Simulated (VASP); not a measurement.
# InAs (F-43m) in VASP: a series of runs, part 2 of 2

VASP 6.6.1. The steps go on from the part before.

### 6 Single point, PBE (strained and moved within the space group)

INCAR reads:

```
  ALGO = Normal
  EDIFF = 1E-7
  ENCUT = 520
  GGA = PE
  ISIF = 2
  ISMEAR = 0
  LASPH = True
  LCHARG = False
  LREAL = False
  LWAVE = False
  NBANDS = 16
  NELM = 100
  PREC = Accurate
  SIGMA = 0.1
```

KPOINTS reads:

```
k-points
0
Gamma
  12 12 12
```

POSCAR reads:

```
InAs
1.0
    0.0000000000      3.0816374400      3.0816374400
    3.0816374400      0.0000000000      3.0816374400
    3.0816374400      3.0816374400      0.0000000000
In As
1 1
Direct
    0.0000000000      0.0000000000      0.0000000000
    0.7500000000      0.7500000000      0.7500000000
```

Potentials or basis: VASP PAW PBE potentials, release 64 (In_d, As).

Launch:

```
cat potpaw_PBE.64/In_d/POTCAR potpaw_PBE.64/As/POTCAR > POTCAR
mpirun -np 1 vasp_std > vasp.out
```

OUTCAR:

```text
EDIFF = 1E-7
   ENCUT = 520
   GGA = PE
   ISIF = 2
   ISMEAR = 0
   LASPH = True
   LREAL = False
   NELM = 100
   PREC = Accurate

 ion  position               nearest neighbor table
   1  0.000  0.000  0.000-   2 2.67   2 2.67   2 2.67   2 2.67
   2  0.750  0.750  0.750-   1 2.67   1 2.67   1 2.67   1 2.67

  LATTYP: Found a face centered cubic cell.
 ALAT       =     6.1632748800

  Lattice vectors:

 A1 = (   0.0000000000,   3.0816374400,   3.0816374400)
 A2 = (   3.0816374400,   0.0000000000,   3.0816374400)
 A3 = (   3.0816374400,   3.0816374400,   0.0000000000)

Analysis of symmetry for initial positions (statically):
=====================================================================
 Subroutine PRICEL returns:
 Original cell was already a primitive cell.

 Routine SETGRP: Setting up the symmetry group for a
 face centered cubic supercell.

 Subroutine GETGRP returns: Found 24 space group operations
 (whereof 24 operations were pure point group operations)
 out of a pool of 48 trial point group operations.

The static configuration has the point symmetry T_d .

Analysis of symmetry for dynamics (positions and initial velocities):
=====================================================================
 Subroutine PRICEL returns:
 Original cell was already a primitive cell.

 Routine SETGRP: Setting up the symmetry group for a
 face centered cubic supercell.

 Subroutine GETGRP returns: Found 24 space group operations
 (whereof 24 operations were pure point group operations)
 out of a pool of 48 trial point group operations.

The dynamic configuration has the point symmetry T_d .

 Subroutine INISYM returns: Found 24 space group operations
 (whereof 24 operations are pure point group operations),
 and found     1 'primitive' translations

----------------------------------------------------------------------------------------

                                     Primitive cell

  volume of cell :      58.5295

  direct lattice vectors                    reciprocal lattice vectors
     0.000000000  3.081637440  3.081637440    -0.162251404  0.162251404  0.162251404
     3.081637440  0.000000000  3.081637440     0.162251404 -0.162251404  0.162251404
     3.081637440  3.081637440  0.000000000     0.162251404  0.162251404 -0.162251404

  length of vectors
     4.358093462  4.358093462  4.358093462     0.281027675  0.281027675  0.281027675

  position of ions in fractional coordinates (direct lattice)
     0.000000000  0.000000000  0.000000000
     0.750000000  0.750000000  0.750000000

  ion indices of the primitive-cell ions
   primitive index   ion index
                 1           1
                 2           2

----------------------------------------------------------------------------------------

 KPOINTS: k-points

Automatic generation of k-mesh.
 Grid dimensions read from file:
 generate k-points for:   12   12   12

 Generating k-lattice:

  Cartesian coordinates                     Fractional coordinates (reciprocal lattice)
    -0.013520950  0.013520950  0.013520950     0.083333333  0.000000000  0.000000000
     0.013520950 -0.013520950  0.013520950     0.000000000  0.083333333  0.000000000
     0.013520950  0.013520950 -0.013520950     0.000000000  0.000000000  0.083333333

  Length of vectors
     0.023418973  0.023418973  0.023418973

  Shift w.r.t. Gamma in fractional coordinates (k-lattice)
     0.000000000  0.000000000  0.000000000

 Subroutine IBZKPT returns following result:
 ===========================================

 Found     72 irreducible k-points:

 Following reciprocal coordinates:
            Coordinates               Weight
  0.000000  0.000000  0.000000      1.000000
  0.083333  0.000000  0.000000      8.000000
  0.166667  0.000000  0.000000      8.000000
  0.250000  0.000000  0.000000      8.000000
  0.333333  0.000000  0.000000      8.000000
  0.416667  0.000000  0.000000      8.000000
[... 16 lines left out ...]
  0.500000  0.166667  0.000000     24.000000
 -0.416667  0.166667  0.000000     24.000000
 [... further k-points ...]
   k-points           NKPTS =     72   k-points in BZ     NKDIM =     72   number of bands    NBANDS=     16
   number of dos      NEDOS =    301   number of ions     NIONS =      2
   total plane-waves  NPLWV =  32768
   dimension x,y,z NGX =    32 NGY =   32 NGZ =   32
   dimension x,y,z NGXF=    64 NGYF=   64 NGZF=   64
   ions per type =               1   1
   NGX,Y,Z   is equivalent  to a cutoff of  12.21, 12.21, 12.21 a.u.
   NGXF,Y,Z  is equivalent  to a cutoff of  24.41, 24.41, 24.41 a.u.
 SYSTEM =  unknown system
   PREC   = accura    normal or accurate (medium, high low for compatibility)
   ISTART =      0    job   : 0-new  1-cont  2-samecut
   ICHARG =      2    charge: 1-file 2-atom 10-const
   ISPIN  =      1    spin polarized calculation?
   LNONCOLLINEAR =      F non collinear calculations
   LSORBIT =      F    spin-orbit coupling
   LASPH  =      T    aspherical Exc in radial PAW
   ENCUT  =  520.0 eV  38.22 Ry    6.18 a.u.   8.10  8.10  8.10*2*pi/ulx,y,z
   NELM   =    100;   NELMIN=  2; NELMDL= -5     # of ELM steps
   EDIFF  = 0.1E-06   stopping-criterion for ELM
   LREAL  =      F    real-space projection
   EDIFFG = 0.1E-05   stopping-criterion for IOM
   NSW    =      0    number of steps for IOM
   IBRION =     -1    ionic relax: 0-MD 1-quasi-New 2-CG
   NFREE  =      0    steps in history (QN), initial steepest desc. (CG)
   ISIF   =      2    stress and relaxation
   ISYM   =      2    0-nonsym 1-usesym 2-fastsym
   POTIM  = 0.5000    time-step for ionic-motion
   TEBEG  =    0.0;   TEEND  =   0.0 temperature during run
   PSTRESS=    0.0 pullay stress
   NELECT =      18.0000    total number of electrons
   NUPDOWN=      -1.0000    fix difference up-down
   EMIN   =  10.00;   EMAX   =-10.00  energy-range for DOS
   EFERMI =   0.00;   METHOD = LEGACY
   ISMEAR =     0;   SIGMA  =   0.10  broadening in eV -4-tet -1-fermi 0-gaus
   EFERMI_NEDOS =   21; number of points for ismear=-14 and -15
   IALGO  =     38    algorithm
   IMIX   =      4    mixing-type and parameters
     AMIX     =   0.40;   BMIX     =  1.00
     AMIX_MAG =   1.60;   BMIX_MAG =  1.00
  volume/ion in A,a.u.               =      29.26       197.49
  Fermi-wavevector in a.u.,A,eV,Ry     =   1.105030  2.088204 16.613960  1.221092
  Thomas-Fermi vector in A             =   2.241511
   LORBIT       =      0    0 simple, 1 ext, 2 COOP (PROOUT), +10 PAW based schemes
   GGA     = PE    functional components
   LHFCALC =     F    Hartree Fock is set to
   AEXX    =    0.0000 exact exchange contribution
   IVDW    =     0    specifies the selected vdW correction
   LEPSILON=     F    determine dielectric tensor
   LRPA    =     F    only Hartree local field effects (RPA)
 non-spin polarized calculation
 Gauss-broadening in eV      SIGMA  =   0.10
  energy-cutoff  :      520.00
  volume of cell :       58.53
 maximum number of plane-waves:      1604
   NGX = 17   NGY = 17   NGZ = 17

 number of electron      18.0000007 magnetization

 Free energy of the ion-electron system (eV)
  ---------------------------------------------------
  ext. energy  EPLUGINS =         0.00000000
  ---------------------------------------------------
  free energy    TOTEN  =        -7.71830189 eV

  energy without entropy =       -7.71814445  energy(sigma->0) =       -7.71822317

 E-fermi :   4.0112     XC(G=0):  -8.8447

 val. band max:        3.9469834370   @ k =   0.0000   0.0000   0.0000
 cond. band min:       4.6016227570   @ k =   0.0833   0.0000   0.0000
 fundamental gap:      0.6546393200
 Fermi energy:         4.0112032333

 k-point     1 :       0.0000    0.0000    0.0000
  band No.  band energies     occupation
      1     -10.3382      2.00000
      2     -10.3382      2.00000
      3     -10.3382      2.00000
      4     -10.2345      2.00000
      5     -10.2345      2.00000
      6      -7.5605      2.00000
[... 8 lines left out ...]
     15      13.4810      0.00000
     16      13.4810      0.00000
[... 419 lines left out ...]
 k-point    24 :      -0.4167    0.1667    0.0000
  band No.  band energies     occupation
      1     -10.4432      2.00000
      2     -10.3071      2.00000
      3     -10.3026      2.00000
      4     -10.2336      2.00000
      5     -10.2292      2.00000
      6      -6.1279      2.00000
[... 8 lines left out ...]
     15      13.4768      0.00000
     16      13.9024      0.00000

 [... further k-points ...]

------------------------ aborting loop because EDIFF is reached ----------------------------------------

  FORCE on cell =-STRESS in cart. coord.  units (eV):
  Direction    XX          YY          ZZ          XY          YZ          ZX
  --------------------------------------------------------------------------------------
  -------------------------------------------------------------------------------------
  Total        0.2228205      0.2228205      0.2228205      0.0000000      0.0000000     -0.0000000
  in kB        6.0994563      6.0994563      6.0994563      0.0000000      0.0000000     -0.0000000
  external PRESSURE =       6.0994563 kB  Pullay stress =       0.0000000 kB

 VOLUME and BASIS-vectors are now :
 -----------------------------------------------------------------------------
  energy-cutoff  :      520.00
  volume of cell :       58.53
      direct lattice vectors                 reciprocal lattice vectors
     0.000000000  3.081637440  3.081637440    -0.162251404  0.162251404  0.162251404
     3.081637440  0.000000000  3.081637440     0.162251404 -0.162251404  0.162251404
     3.081637440  3.081637440  0.000000000     0.162251404  0.162251404 -0.162251404

 POSITION                                       TOTAL-FORCE (eV/Angst)
 -----------------------------------------------------------------------------------
      0.00000      0.00000      0.00000         0.000000      0.000000      0.000000
      4.62246      4.62246      4.62246        -0.000000     -0.000000     -0.000000
 -----------------------------------------------------------------------------------
    total drift:                                0.000000      0.000000      0.000000

  FREE ENERGIE OF THE ION-ELECTRON SYSTEM (eV)
  ---------------------------------------------------
  free  energy   TOTEN  =        -7.7183018933 eV

  energy  without entropy=       -7.7181444531  energy(sigma->0) =       -7.71822317
```

stdout:

```text
POSCAR found type information on POSCAR InAs
 POSCAR found :  2 types and       2 ions
 scaLAPACK will be used
 LDA part: xc-table for (Slater+PW92), standard interpolation
 POSCAR, INCAR and KPOINTS ok, starting setup
 FFT: planning ... GRIDC
 FFT: planning ... GRID_SOFT
 FFT: planning ... GRID
 WAVECAR not read
 entering main loop
```

Wall time 36 s (1 thread of AMD EPYC 9R14 (Zen 4), shared host); peak memory 0.19 GiB.

Results:

```
Free energy            : -7.7183 eV
Pressure               : 0.6 GPa
Band gap on the k mesh : none (metal or under the smearing width)
```

### 7 The runs side by side

```tsv
level	potentials or basis	cell	k mesh	smearing	gap on the mesh (eV)	pressure (GPa)
PBE	VASP PAW PBE potentials, release 64 (In_d, As)	as given	6 × 6 × 6	gaussian 0.1 eV	none	4.0
PBE	VASP PAW PBE potentials, release 64 (Ga_d, As)	In replaced by Ga, lengths x 0.954, strained and moved within the space group	12 × 12 × 12	gaussian 0.02 eV	0.43	2.6
PBE	VASP PAW PBE potentials, release 64 (Ga_d, As)	In replaced by Ga, lengths x 0.954, strained and moved within the space group	6 × 6 × 6	gaussian 0.1 eV	0.43	2.5
r2SCAN	VASP PAW PBE potentials, release 64 (In_d, As)	functional r2SCAN, strained and moved within the space group	12 × 12 × 12	gaussian 0.1 eV	none	-3.9
PBE	VASP PAW PBE potentials, release 64 (In_d, As)	strained and moved within the space group	12 × 12 × 12	gaussian 0.1 eV	none	0.6
```

Alike in all rows: task single point; no spin polarisation; cutoff (eV) 520.

Caveats: this crystal is a semiconductor, whose small gap the functional closes, so the metal is an error of the method (some runs); the PAW data sets were made with another functional, which shifts forces and pressure a little (some runs).

Total energies depend on the potentials used, so only differences within one code and one set of settings carry meaning.

### 8 How close it comes

Step 2. Measured gap of InAs: 0.418 eV (direct; 4.2 K; a printed reference work, data compilation). This calculation gives 0.00 eV (-0.42 eV). Spin-orbit coupling on As, In is left out. The value is that of PBE on a finite k mesh, which can miss the band edges, without temperature or zero-point motion. Semilocal functionals fall short of measured gaps as a rule.
